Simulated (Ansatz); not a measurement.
Free-standing chains of the atoms of Au, named by their start (strip: triangular double chain, ladder: square double chain); atoms and period are relaxed, and energies count from relaxed bulk Au (Fm-3m, 17.03 Å³/atom, gap on the mesh 0.00 eV).

The calculation used DFT PBEsol, scalar-relativistic, plane waves, PAW in Ansatz.

Plane waves to 420 eV, a k mesh through Γ of 1×1×13 on the computed 2-atom cell and Gaussian smearing (0.05 eV); collinear spin from starting moments 0.5 0.5 μB.

Start (dimerised chain):

```
Au
1.0
     9.00000    0.00000    0.00000
     0.00000    9.30000    0.00000
     0.00000    0.00000    5.19773
Au
2
Direct
  0.50000 0.50000 0.00000
  0.50000 0.50000 0.46500
```

Task: What does the relaxation give?

Result: The free energy falls by 118 meV/atom.

```
excess energy (eV per host atom)                      : 1.943
period (Å)                                            : 5.039
gap on the mesh (eV)                                  : 0
highest filled level or Fermi level under vacuum (eV) : 6.54
size of the moment (μB per cell)                      : 0.30
```

Relaxed structure:
```
Au
1.0
     9.00000    0.00000    0.00000
     0.00000    9.30000    0.00000
     0.00000    0.00000    5.03861
Au
2
Direct
  0.50000 0.50000 0.98250
  0.50000 0.50000 0.48250
```

Spin-orbit coupling is left out, which matters for the bands of heavy elements.

Each run keeps its start's symmetry and one magnetic start, so lower states can exist.

Time: 2.1 min on 2 threads of Intel(R) Xeon(R) Processor @ 2.50GHz (Skylake/Cascade Lake), on a shared host, peak memory 0.66 GiB.